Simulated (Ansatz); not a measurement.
# Si5H12O4 in a box: levels of theory

The task, for Si5H12O4 in a box: compare levels of theory; the runs are relaxing the atoms and single point.

Program: Ansatz 0.2.0. Level of theory: DFT PBE, scalar-relativistic, plane waves, PAW, and further levels as typed in the inputs. These are calculated values, not measurements.

### Step 1. Starting point

Symmetry: P1, No. 1, triclinic system. The conventional cell has a = 15.000 Å, b = 15.000 Å, c = 15.000 Å, α = 90.00°, β = 90.00°, γ = 90.00°. Si (site symmetry 1) has 4 O at 1.73 Å as nearest neighbours. Around O (site symmetry 1) lie 2 Si at 1.72 to 1.73 Å. Around Si (site symmetry 1) lie 3 H at 1.47 Å. Only part of the 21 independent sites is listed.

Structure file:

```cif
data_structure
_symmetry_space_group_name_H-M 'P1'
_symmetry_Int_Tables_number 1
_cell_length_a 15.0000
_cell_length_b 15.0000
_cell_length_c 15.0000
_cell_angle_alpha 90.000
_cell_angle_beta 90.000
_cell_angle_gamma 90.000
_cell_volume 3375.00
loop_
_atom_site_label
_atom_site_type_symbol
_atom_site_symmetry_multiplicity
_atom_site_Wyckoff_symbol
_atom_site_fract_x
_atom_site_fract_y
_atom_site_fract_z
_atom_site_occupancy
Si1 Si 1 a 0.50000 0.50000 0.50000 1
O1 O 1 a 0.48506 0.54231 0.39378 1
Si2 Si 1 a 0.51045 0.65424 0.39786 1
O2 O 1 a 0.61081 0.50983 0.53035 1
Si3 Si 1 a 0.67181 0.44488 0.45789 1
O3 O 1 a 0.43455 0.55908 0.57431 1
Si4 Si 1 a 0.45685 0.51815 0.67927 1
O4 O 1 a 0.46958 0.38879 0.50156 1
Si5 Si 1 a 0.36089 0.38273 0.46497 1
H1 H 1 a 0.50205 0.69207 0.30785 1
H2 H 1 a 0.44806 0.70131 0.45714 1
H3 H 1 a 0.60273 0.66749 0.42842 1
H4 H 1 a 0.76701 0.45426 0.47922 1
H5 H 1 a 0.65789 0.47425 0.36532 1
H6 H 1 a 0.64710 0.35045 0.46755 1
H7 H 1 a 0.43722 0.42212 0.68364 1
H8 H 1 a 0.55052 0.53469 0.70323 1
H9 H 1 a 0.39974 0.56427 0.74420 1
H10 H 1 a 0.35432 0.41356 0.37208 1
H11 H 1 a 0.30216 0.43614 0.52262 1
H12 H 1 a 0.33121 0.28941 0.46873 1
```

### Step 2. Relaxing the atoms: Si5H12O4 in a box, no spin

Contents of input.yaml:

```yaml
crystal:
  lattice:
    - [15.0, 0.0, 0.0]
    - [0.0, 15.0, 0.0]
    - [0.0, 0.0, 15.0]
  atoms:
    - { symbol: Si, position: [0.49999992, 0.49999986, 0.49999993] }
    - { symbol: O, position: [0.48506218, 0.54230771, 0.39377744] }
    - { symbol: Si, position: [0.51044795, 0.65423919, 0.39786453] }
    - { symbol: O, position: [0.61080838, 0.50983054, 0.53035044] }
    - { symbol: Si, position: [0.67181284, 0.44488173, 0.45789416] }
    - { symbol: O, position: [0.43454719, 0.55907561, 0.57431212] }
    - { symbol: Si, position: [0.45685011, 0.51814559, 0.67927455] }
    - { symbol: O, position: [0.46958191, 0.38878557, 0.5015597] }
    - { symbol: Si, position: [0.3608891, 0.38273337, 0.46496675] }
    - { symbol: H, position: [0.50204983, 0.69206702, 0.30784842] }
    - { symbol: H, position: [0.44805871, 0.70130575, 0.45714209] }
    - { symbol: H, position: [0.6027331, 0.66748809, 0.4284168] }
    - { symbol: H, position: [0.76700543, 0.45425591, 0.47922157] }
    - { symbol: H, position: [0.65789271, 0.4742511, 0.36532419] }
    - { symbol: H, position: [0.64710358, 0.35044755, 0.46754553] }
    - { symbol: H, position: [0.4372158, 0.4221197, 0.68363948] }
    - { symbol: H, position: [0.55051935, 0.53468708, 0.70323203] }
    - { symbol: H, position: [0.39973591, 0.56426715, 0.74419872] }
    - { symbol: H, position: [0.3543175, 0.41356118, 0.37207989] }
    - { symbol: H, position: [0.30215904, 0.43614069, 0.52262071] }
    - { symbol: H, position: [0.33120947, 0.2894096, 0.46873097] }
scf:
  occupations: { method: gaussian, width: 0.02 }
output:
  forces: true
  stress: false
  eigenvalues: true
  write_density: true
  write_potential: true
  elf: true
  volumetric_format: npy
kpoints:
  mp_grid: { grid: [1, 1, 1] }
hamiltonian:
  xc: pbe
relax:
  f_tol: 0.02
  max_steps: 80
```

The run is started by

```console
$ ansatz run input.yaml --threads 4 --pin off --max-ram 20480MiB --backend cpu --events-out ev --progress --plain --runs-dir out
```

What it wrote (excerpt; [...] marks lines left out):

```text
Warning: RAYON_NUM_THREADS=4 ignored (pool sized by the plan → 4); use --threads N
[...]
Pseudopotentials: kind: paw
Pseudopotential: Si, paw, valence charge 4, recommended cutoff 420 eV (normal), Si.paw.azcp
Pseudopotential: O, paw, valence charge 6, recommended cutoff 420 eV (normal), O.paw.azcp
Pseudopotential: H, paw, valence charge 1, recommended cutoff 420 eV (normal), H.paw.azcp
Functional definition: PBE
[...]
Crystal: 21 atoms, lattice volume = 3375.000 Å³
Basis set: ecut = 420 eV, 65867 PW (Γ), exchange–correlation on 216×216×216 points (8 copies of the dense FFT grid, shifted against one another)
Bands: 49, of which v1, the nominal top of the filled ones, is band 28 counted from 1 (27 counted from 0)
Symmetry: 1 space group operations
Space group: P1 (ITA 1), of the structure as read, at distance tolerance 1.5e-4 Å
k-points: 1
[...]
SCF iter   1: F=—  HF=-5643.327931 eV  |F-HF|=—  |Δ(HF+E_count)|=         —  Δρ=7.70e-4  dr2=3.46e-2  ethr=1.77e-3  ⟨swp⟩=10.0  Hψ=330  notcnv=0  defer=8
[...]
relax step   1: F+E_penalty+E_count = -5643.36206520 eV  Δ(F+E_penalty+E_count) = +0.000e0 eV  max|allowed force component| = 2.429e0 eV/Å  Δτ_max = 0.0000 Å  (6 SCF iters, dr2 threshold 1.00e-5 eV, accepted)
[...]
relax step   4: F+E_penalty+E_count = -5644.84968187 eV  Δ(F+E_penalty+E_count) = -3.304e-1 eV  max|allowed force component| = 6.331e-1 eV/Å  Δτ_max = 0.2000 Å  (6 SCF iters, dr2 threshold 1.00e-4 eV, accepted)
[...]
WARN: The output density's exchange-correlation potential varies sharply where the density is thin. Do not read a vacuum level from v_tot or v_xc, or from such a field of the output density. On a cell that repeats whose density bears no net charge and no dipole along the vacuum's axis use [...]
  atoms:
    - { symbol: Si, position: [0.5000126985546021, 0.5000243812869525, 0.4999876515918348] }
    - { symbol: O, position: [0.48328113605802525, 0.5737719852057288, 0.42209653354510285] }
    - { symbol: Si, position: [0.4971931288201671, 0.6803151159596329, 0.39751036681861246] }
    - { symbol: O, position: [0.6052047755822421, 0.474368891279119, 0.5078751981959879] }
    - { symbol: Si, position: [0.686302699287023, 0.41949898352460024, 0.4572748017077678] }
    - { symbol: O, position: [0.46732159038095233, 0.5416906351601453, 0.5947454910233831] }
    - { symbol: Si, position: [0.47092076460466453, 0.5256718813532542, 0.703743622210259] }
    - { symbol: O, position: [0.44425893186542714, 0.4102279070822481, 0.47519664835815634] }
    - { symbol: Si, position: [0.34556853005481275, 0.37455108754508337, 0.4415027814082282] }
    - { symbol: H, position: [0.4818034092276193, 0.6907108754549398, 0.29992931339864787] }
    - { symbol: H, position: [0.432007246974531, 0.7359185877241723, 0.44811062178979544] }
    - { symbol: H, position: [0.5897388394923898, 0.7092910873301296, 0.4202290814234002] }
    - { symbol: H, position: [0.7719634725129241, 0.44719183132860907, 0.49925017019729706] }
    - { symbol: H, position: [0.6878599570666216, 0.44163556757653416, 0.3601744727153174] }
    - { symbol: H, position: [0.67349718312667, 0.321439740374421, 0.46833731925848265] }
    - { symbol: H, position: [0.44936596865958295, 0.43090953374409485, 0.7255629753230622] }
    - { symbol: H, position: [0.561498292462405, 0.5476024635861249, 0.7386168534918844] }
    - { symbol: H, position: [0.403449198887651, 0.5857337488782425, 0.7450508473484423] }
    - { symbol: H, position: [0.33282346673794283, 0.39506935341025545, 0.34496906862152577] }
    - { symbol: H, position: [0.27310769920833844, 0.4181034262622266, 0.4941630371118056] }
    - { symbol: H, position: [0.34282102043540863, 0.27627290593348564, 0.45567316446100664] }
```

It took 70 s on 4 threads of Intel Xeon 6975P-C (Granite Rapids), shared host; peak memory 1.7 GiB.

Step by step:

```
step  energy from step 1 (eV/cell)  largest force component (eV/Å)
   1                        0.0000                          2.4289
   2                       -0.8116                          1.7555
   3                       -1.1572                          1.7477
   4                       -1.4876                          0.6331
   5                       -1.6515                          0.0906
   6                       -1.6614                          0.0879
   7                       -1.6641                          0.0086
   8                       -1.6641                          0.0086
   9                       -1.6638                          0.0463
  10                       -1.6643                          0.0118
  11                       -1.6643                          0.0206
  12                       -1.6645                          0.0099
```

Step 1 is the start. Steps 9, 11 were tried and not accepted.

Density in a lattice plane of the grid's cell (edges 15.00 and 15.00 Å, at 0.499 of the third edge), which holds Si and O and H.

Ten even steps from ' ' (0.00 e/Å³) to '@' (3.86 e/Å³):
```
                                                
                                                
                                                
                                                
                                                
                                                
                                                
                                                
                                                
                          ..####                
                    ::--....##%%....::::        
            ..::    **@@..                      
                                ..              
                                                
                                                
                                                
                                                
                                                
                                                
                                                
```
Columns run along the first of these edges and rows up along the second, over one cell in 24 and 20 even steps from the bottom left corner. Atoms in the plane (fractional): Si at (0.50, 0.50), O at (0.61, 0.47), H at (0.77, 0.45), H at (0.27, 0.42).

ELF in the same plane.

Ten even steps from ' ' (0.00) to '@' (1.00):
```
                                                
                  ....                          
                ++##%%==                        
              ++%%@@@@@@..  ..++**::            
              ==@@@@@@@@--..##@@@@++            
                ==%%@@%%::::%%@@##..            
                              ..                
                      ..::..                    
        ..::..        ::--..--++::  ..####++..  
      ..##@@@@##    ....::++##%%++::@@@@@@@@++  
      ==@@@@@@@@++::##%%==++####++##@@@@@@@@++  
      --@@@@@@@@##==%%##**  ----::==@@@@@@%%--  
        ::++****==::==**==    ##@@@@::......    
              **@@%%        ::@@@@@@**          
            ==@@@@@@**      --@@@@@@##          
            **@@@@@@##        ##@@@@++          
            ::##%%%%++          ::..            
                ....                            
                                                
                                                
```
Columns run along the first of these edges and rows up along the second, over one cell in 24 and 20 even steps from the bottom left corner. Atoms in the plane (fractional): Si at (0.50, 0.50), O at (0.61, 0.47), H at (0.77, 0.45), H at (0.27, 0.42).

Both are smooth fields of the valence electrons: close to the nuclei they are not physical.

The highest ELF values outside the cores: 1.00 beside H, off the lines to its neighbours, 1.1 Å from H; 1.00 at H; 0.86 beside O, off the lines to its neighbours, 0.6 Å from O.

### Step 3. Single point

It takes the final geometry of step 2.

Contents of input.yaml:

```yaml
crystal:
  lattice:
    - [15.0, 0.0, 0.0]
    - [0.0, 15.0, 0.0]
    - [0.0, 0.0, 15.0]
  atoms:
    - { symbol: Si, position: [0.5000126986, 0.5000243813, 0.4999876516] }
    - { symbol: O, position: [0.4832811361, 0.5737719852, 0.4220965335] }
    - { symbol: Si, position: [0.4971931288, 0.680315116, 0.3975103668] }
    - { symbol: O, position: [0.6052047756, 0.4743688913, 0.5078751982] }
    - { symbol: Si, position: [0.6863026993, 0.4194989835, 0.4572748017] }
    - { symbol: O, position: [0.4673215904, 0.5416906352, 0.594745491] }
    - { symbol: Si, position: [0.4709207646, 0.5256718814, 0.7037436222] }
    - { symbol: O, position: [0.4442589319, 0.4102279071, 0.4751966484] }
    - { symbol: Si, position: [0.3455685301, 0.3745510875, 0.4415027814] }
    - { symbol: H, position: [0.4818034092, 0.6907108755, 0.2999293134] }
    - { symbol: H, position: [0.432007247, 0.7359185877, 0.4481106218] }
    - { symbol: H, position: [0.5897388395, 0.7092910873, 0.4202290814] }
    - { symbol: H, position: [0.7719634725, 0.4471918313, 0.4992501702] }
    - { symbol: H, position: [0.6878599571, 0.4416355676, 0.3601744727] }
    - { symbol: H, position: [0.6734971831, 0.3214397404, 0.4683373193] }
    - { symbol: H, position: [0.4493659687, 0.4309095337, 0.7255629753] }
    - { symbol: H, position: [0.5614982925, 0.5476024636, 0.7386168535] }
    - { symbol: H, position: [0.4034491989, 0.5857337489, 0.7450508473] }
    - { symbol: H, position: [0.3328234667, 0.3950693534, 0.3449690686] }
    - { symbol: H, position: [0.2731076992, 0.4181034263, 0.4941630371] }
    - { symbol: H, position: [0.3428210204, 0.2762729059, 0.4556731645] }
scf:
  occupations: { method: gaussian, width: 0.02 }
output:
  forces: true
  stress: false
  eigenvalues: true
  core_levels: { shells: { Si: "2p" } }
kpoints:
  mp_grid: { grid: [1, 1, 1] }
hamiltonian:
  xc: pbe
```

The run is started by

```console
$ ansatz run input.yaml --threads 4 --pin off --max-ram 20480MiB --backend cpu --events-out ev --progress --plain --runs-dir out
```

What it wrote (excerpt; [...] marks lines left out):

```text
[...]
SCF converged after 7 iterations
Free energy (F): -5645.026572 eV
[...]
E sigma→0 (E₀):  -5645.026572 eV
Fermi energy:    -3.966455 eV
[...]
--- Forces (eV/Å), atoms counted from 1 ---
  atom   1  Si    -0.00137066     0.00118366    -0.00105512
  atom   2  O      0.00734170     0.00126299    -0.00125258
  atom   3  Si    -0.00023156    -0.00375745     0.00989895
  atom   4  O      0.00731540     0.00091063    -0.00798311
  atom   5  Si    -0.00451280    -0.00343700    -0.00388058
  atom   6  O     -0.00444170    -0.00572929     0.00487073
  atom   7  Si     0.00583379    -0.00403112    -0.00380582
  atom   8  O     -0.00806529    -0.00132364     0.00429866
[...]
--- Band table (eV) ---
[...]
--- Core levels from the vacuum (the cell holds vacuum along its three vectors; a hole's nearest image at 15.0 Å) ---
  the holes have spin, beside a run without
  atom         alike  shell      binding/eV   shift/eV difference/eV images/eV   SCF
  Si 0             1     2p         108.295     +0.000       106.555    +1.740    12
  Si 2             1     2p         107.483     -0.812       105.723    +1.760    13
  Si 4             1     2p         107.482     -0.813       105.725    +1.757    13
  Si 6             1     2p         107.484     -0.811       105.719    +1.765    13
  Si 8             1     2p         107.482     -0.812       105.727    +1.755    13
  the dataset of Si with a 2p hole: scattering error 0.000 eV (0.000 eV in the local channel); free atom: scalar-relativistic, large and small components
  the two lines of Si's 2p: 2p1/2 +0.408 eV and 2p3/2 -0.204 eV off its levels, 1 : 2 in strength
```

It took 90 s on 4 threads of Intel Xeon 6975P-C (Granite Rapids), shared host; peak memory 2.6 GiB.

### Step 4. Single point: LDA

It takes the final geometry of step 2.

Changes to input.yaml since step 3:

```diff
@@ -27,2 +27,3 @@
     - { symbol: H, position: [0.3428210204, 0.2762729059, 0.4556731645] }
+  defects: [{ substitution: { at: 0, symbol: Si_c } }]
 scf:
@@ -33,3 +34,3 @@
   eigenvalues: true
-  core_levels: { shells: { Si: "2p" } }
+  core_levels: { shells: { Si_c: "2p" } }
 kpoints:
@@ -37,2 +38,2 @@
 hamiltonian:
-  xc: pbe
+  xc: lda
```

The run is started by

```console
$ ansatz run input.yaml --threads 4 --pin off --max-ram 20480MiB --backend cpu --events-out ev --progress --plain --runs-dir out
```

What it wrote (excerpt; [...] marks lines left out):

```text
Warning: RAYON_NUM_THREADS=4 ignored (pool sized by the plan → 4); use --threads N
[...]
[... 4 set-up lines as earlier in the session ...]
Functional definition: SPW92
[...]
Crystal: 21 atoms, lattice volume = 3375.000 Å³
Basis set: ecut = 420 eV, 65867 PW (Γ)
Bands: 49, of which v1, the nominal top of the filled ones, is band 28 counted from 1 (27 counted from 0)
[... 2 set-up lines as earlier in the session ...]
k-points: 1
[...]
SCF iter   1: F=—  HF=-5455.601168 eV  |F-HF|=—  |Δ(HF+E_count)|=         —  Δρ=2.65e-3  dr2=2.11e-1  ethr=1.77e-3  ⟨swp⟩=12.0  Hψ=364  notcnv=0  defer=10
[...]
  atom   1  Si_c    -0.00107374     0.00120324    -0.00096442
  atom   2  O        0.16248575     0.00611354     0.35982159
  atom   3  Si      -0.05369738    -0.48991495     0.14563376
  atom   4  O       -0.28125487    -0.07607453    -0.26373529
  atom   5  Si      -0.39382896     0.24202386     0.21066032
  atom   6  O        0.20634596    -0.31835792    -0.10549750
  atom   7  Si       0.00330669     0.04862989    -0.50852034
  atom   8  O       -0.08623762     0.38373974     0.00955055
[...]
--- Band table (eV) ---
[...]
--- Core levels from the vacuum (the cell holds vacuum along its three vectors; a hole's nearest image at 15.0 Å) ---
  the holes have spin, beside a run without
  atom         alike  shell      binding/eV   shift/eV difference/eV images/eV   SCF
  Si_c 0           1     2p         108.255     +0.000       106.519    +1.736    12
  the dataset of Si_c with a 2p hole: scattering error 0.000 eV (0.000 eV in the local channel); free atom: scalar-relativistic, large and small components
  the two lines of Si_c's 2p: 2p1/2 +0.408 eV and 2p3/2 -0.204 eV off its levels, 1 : 2 in strength
```

It took 17 s on 4 threads of Intel Xeon 6975P-C (Granite Rapids), shared host; peak memory 2.2 GiB.

(Part 1 of 2 ends here.)
